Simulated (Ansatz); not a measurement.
# HfSiO4 (Hafnon) (I4_1/amd) in Ansatz: single point with HSE06

Aim: the single point of HfSiO4 (Hafnon) with HSE06.

All numbers are computed with Ansatz 0.2.0; they aren't measurements. Logs are shortened: lines on timing, memory, paths and dates and some standing lists are left out, and cuts for length are marked.

## (1) The structure

The structure is tetragonal, space group I4_1/amd (No. 141). The conventional cell has a = 6.572 Å, b = 6.572 Å, c = 5.963 Å, α = 90.00°, β = 90.00°, γ = 90.00°. Hf (site symmetry -4m2) has 8 O at 2.11 to 2.26 Å as nearest neighbours. Si (site symmetry -4m2) is surrounded by 4 O at 1.62 Å. O (site symmetry m) is surrounded by 1 Si at 1.62 Å.

## (2) Single point, HSE06

File input:

```
crystal:
  lattice:
    - [-3.28625, 3.28625, 2.9816]
    - [3.28625, -3.28625, 2.9816]
    - [3.28625, 3.28625, -2.9816]
  atoms:
    - { symbol: Hf, position: [0.0, 0.0, 0.0] }
    - { symbol: Hf, position: [0.75, 0.25, 0.5] }
    - { symbol: Si, position: [0.5, 0.5, 0.0] }
    - { symbol: Si, position: [0.25, 0.75, 0.5] }
    - { symbol: O, position: [0.6802, 0.4957, 0.8155] }
    - { symbol: O, position: [0.2457, 0.9302, 0.3155] }
    - { symbol: O, position: [0.6802, 0.8647, 0.1845] }
    - { symbol: O, position: [0.6147, 0.9302, 0.6845] }
    - { symbol: O, position: [0.0698, 0.3853, 0.3155] }
    - { symbol: O, position: [0.5043, 0.3198, 0.1845] }
    - { symbol: O, position: [0.0698, 0.7543, 0.6845] }
    - { symbol: O, position: [0.1353, 0.3198, 0.8155] }
hamiltonian:
  xc: hse06
  pseudopotentials: { kind: paw }
kpoints:
  mp_grid: { grid: [4, 4, 4] }
scf:
  occupations: { method: fermi_dirac, width: 0.05 }
output:
  forces: true
  stress: true
  eigenvalues: true
```

Potentials or basis: Ansatz PAW.

Standard output:

```text
Warning: output.stress: scf.convergence.dr2_threshold = 1e-7 eV (the SCF's general default) is looser than the 1.2e-9 eV advised for a printed stress (1e-10 eV for each atom of the cell: 12). What an SCF threshold leaves in a stress goes as its square root, and in the free energy as the threshold itself, and one threshold admits the most on a small cell: of the crystals measured, under no hybrid functional and no lock of the moments, on runs that ended without the residual-converged pass, on stresses that held no estimate of that error, the worst erred by over 100 MPa in a component at 1e-7 eV an atom and by under 5 at 1e-10. Set scf.convergence.dr2_threshold to 1.2e-9 eV or tighter. The threshold is an SCF's pass mark: one that does not reach it within its budget of iterations ends unconverged, or closes short of it on a stop that the run arms, and scf.convergence.dr2_threshold's page says what that costs each kind of run
Warning: output.stress: scf.exx.energy_threshold = 1e-6 eV is looser than the 1.2e-7 eV advised for a stress under a hybrid functional (1e-8 eV for each atom of the cell: 12). Every SCF of the exchange loop can meet its threshold on dr2 while the loop round them stops early: no threshold on dr2 bounds what that leaves in the stress. Set scf.exx.energy_threshold to 1.2e-7 eV or tighter. The threshold is the loop's pass mark: a loop that does not reach it within its budget of cycles ends unconverged, and scf.exx.energy_threshold's page has the law
GPUs: using 1 of 1 available (devices: 1).
Engine: ansatz 0.2.0, x86_64-unknown-linux-gnu
Pseudopotentials: kind: paw
Pseudopotential: Hf, paw, valence charge 26, recommended cutoff 420 eV (normal), Hf.paw.azcp
Pseudopotential: Si, paw, valence charge 4, recommended cutoff 420 eV (normal), Si.paw.azcp
Pseudopotential: O, paw, valence charge 6, recommended cutoff 420 eV (normal), O.paw.azcp
Functional definition: HSE06
  parameter a = 0.25
  parameter omega = 0.11/bohr
  exchange = pbe_x - a*pbe_x_sr(omega) + a*exact_x_sr(omega)
  correlation = pbe_c
device memory: the entry about to start is reckoned to put 2.3 GiB on a device that reports 52.9 GiB free (of which the cap on the GPU budget leaves the run 18.0 GiB)
GPU FFT provider: cuFFT
GPU libraries: cuBLAS 13.8.2, cuFFT 12.4.0, cuSOLVER 12.3.4
Crystal: 12 atoms, lattice volume = 128.798 Å³
[... 87 lines left out ...]
  E_nonlocal   = -2092.972310
  E_hartree    = 7115.427172
  E_xc         = -1038.992110
  E_vxc        = -1098.563711  (∫ρ·V_xc dr)
  E_exx        = -401.551175  (= α·E_x^exact, valence–valence)
  E_paw        = -15986.293253  (= ΣΔE_a)
  E_vpaw       = 2856.629939  (= ΣTr[D̂ρ^β])
  E_aug_tail   = 0.019863  (compensation charges beyond the density's cutoff)
  E_ewald      = -11311.411650
  E_core_change = 1.972532  (= ΣΔE_core)
  E_smearing   = -0.000000  (= −TS)
  E_closure    = 0.000001  (closes the sum)
  Σ components = -37272.879775   (vs F -37272.879775, Δ=0.00e0)
--- Forces (eV/Å), atoms counted from 1 ---
  atom   1  Hf     0.00000000     0.00000000    -0.00000000
  atom   2  Hf     0.00000000     0.00000000     0.00000000
  atom   3  Si     0.00000000     0.00000000     0.00000000
  atom   4  Si    -0.00000000     0.00000000    -0.00000000
  atom   5  O      0.03611893     0.00000000     0.00689393
  atom   6  O      0.00000000     0.03611893     0.00689393
  atom   7  O     -0.03611893    -0.00000000     0.00689393
  atom   8  O      0.00000000    -0.03611893     0.00689393
  atom   9  O      0.03611893    -0.00000000    -0.00689393
  atom  10  O     -0.00000000    -0.03611893    -0.00689393
  atom  11  O     -0.03611893     0.00000000    -0.00689393
  atom  12  O     -0.00000000     0.03611893    -0.00689393
  max |Σ_I F_I| component: 6.94e-18 eV/Å
--- Stress (GPa, compression-positive) ---
        1.252529       0.000000       0.000000
        0.000000       1.252529       0.000000
        0.000000      -0.000000       0.546557
  P = ⅓ Tr σ = 1.0172 GPa (10.172 kbar)
--- Band table (eV; the first three rows and the last of 13) ---
  k-point 0: bands = ["-54.0638", "-54.0534", "-21.5497", "-21.5497", "-21.4394", "-21.4232", "-21.3242", "-21.3242", "-11.9476", "-10.8436", "-9.9952", "-9.8337", "-9.3795", "-9.3795", "-9.2717", "-9.2717", "-3.9560", "-3.9559", "-3.9558", "-3.9558", "-3.9400", "-3.9400", "-3.9327", "-3.9327", "-3.9311", "-3.9251", "-3.9196", "-3.9196", "-3.9174", "-3.9174", "0.6923", "2.3750", "2.7181", "3.2135", "3.2135", "4.0192", "4.3082", "4.4999", "5.4047", "5.5973", "5.5973", "5.8172", "6.2984", "6.2984", "7.1924", "7.1924", "8.0133", "8.0484", "8.0484", "8.2023", "8.2573", "8.3001", "8.3001", "8.8506", "16.5827", "16.8315", "16.9293", "16.9979", "16.9979", "17.8826", "18.1486", "18.1486", "18.1738", "18.9889", "20.1722", "20.7880"]
  k-point 1: bands = ["-54.0622", "-54.0549", "-21.5571", "-21.5196", "-21.4706", "-21.3965", "-21.3604", "-21.3120", "-11.7110", "-10.8781", "-9.8962", "-9.7832", "-9.5055", "-9.4856", "-9.4545", "-9.3758", "-3.9591", "-3.9577", "-3.9538", "-3.9499", "-3.9460", "-3.9378", "-3.9374", "-3.9334", "-3.9330", "-3.9311", "-3.9307", "-3.9208", "-3.9178", "-3.9163", "1.2205", "2.7750", "3.1071", "3.1235", "3.2741", "4.4483", "4.5885", "4.6667", "4.7927", "4.9071", "5.7827", "5.9253", "6.0865", "6.3188", "7.0591", "7.3752", "7.5714", "7.7687", "7.8301", "7.9522", "8.0052", "8.1607", "8.2588", "8.5917", "16.3606", "16.3830", "16.8994", "16.9771", "17.8159", "17.8308", "17.9338", "18.4977", "18.6280", "19.7940", "20.4993", "20.8548"]
  k-point 2: bands = ["-54.0586", "-54.0586", "-21.5339", "-21.5339", "-21.4430", "-21.4430", "-21.3340", "-21.3340", "-11.1873", "-11.1873", "-9.6957", "-9.6957", "-9.6696", "-9.6696", "-9.5739", "-9.5739", "-3.9549", "-3.9549", "-3.9547", "-3.9547", "-3.9463", "-3.9463", "-3.9425", "-3.9425", "-3.9336", "-3.9336", "-3.9246", "-3.9246", "-3.9177", "-3.9177", "2.3712", "2.3712", "3.7070", "3.7070", "3.7154", "3.7154", "4.1566", "4.1566", "5.3138", "5.3138", "5.7554", "5.7554", "6.2136", "6.2136", "6.7129", "6.7129", "7.4579", "7.4579", "7.8458", "7.8458", "7.9024", "7.9024", "8.2319", "8.2319", "16.1385", "16.1385", "17.2844", "17.2844", "17.3063", "17.3063", "18.7607", "18.7607", "19.9894", "19.9894", "20.2841", "20.2841"]
  k-point 12: bands = ["-54.0586", "-54.0586", "-21.5679", "-21.5679", "-21.4331", "-21.4331", "-21.3087", "-21.3087", "-11.3356", "-11.3356", "-10.0153", "-10.0153", "-9.3878", "-9.3878", "-9.2779", "-9.2779", "-3.9584", "-3.9584", "-3.9484", "-3.9484", "-3.9412", "-3.9412", "-3.9392", "-3.9392", "-3.9334", "-3.9334", "-3.9276", "-3.9276", "-3.9108", "-3.9108", "1.5293", "1.5293", "3.3073", "3.3073", "3.7891", "3.7891", "4.9491", "4.9491", "5.6733", "5.6733", "5.7157", "5.7157", "6.8501", "6.8501", "6.9798", "6.9798", "7.3504", "7.3504", "7.3988", "7.3988", "7.7125", "7.7125", "7.9784", "7.9784", "17.0336", "17.0336", "17.4039", "17.4039", "17.5730", "17.5730", "18.1821", "18.1821", "19.2639", "19.2639", "20.5503", "20.5503"]
```

Wall time 37 s (1 × NVIDIA H100 80GB HBM3 with 2 threads of AMD EPYC 7R13 (Zen 3), shared host); peak memory 2.8 GiB.

Results:

* Free energy: -37272.8798 eV
* Pressure: 1.0 GPa
* Largest force: 0.037 eV/Å
* Band gap on the k mesh: 7.28 eV, indirect (least direct gap 7.72 eV)

Forces in eV/Å, atoms in the order of the input:
```
Hf   0.000  0.000  0.000
Hf   0.000  0.000  0.000
Si   0.000  0.000  0.000
Si   0.000  0.000  0.000
O    0.036  0.000  0.007
O    0.000  0.036  0.007
O   -0.036  0.000  0.007
O    0.000 -0.036  0.007
O    0.036  0.000 -0.007
O    0.000 -0.036 -0.007
O   -0.036  0.000 -0.007
O    0.000  0.036 -0.007
```

Stress tensor (GPa, compression positive):
```
1.25 0.00 0.00
0.00 1.25 0.00
0.00 0.00 0.55
```

Caveat: the pressure holds a Pulay correction of +0.6 GPa for the finite cutoff; spin-orbit coupling is left out, which moves the levels of the heavy elements; the PAW data sets come from PBE, with cores solved anew for the run's functional, which leaves a small shift of forces and pressure; the thresholds are loose for stress. A k mesh can miss the band edges.
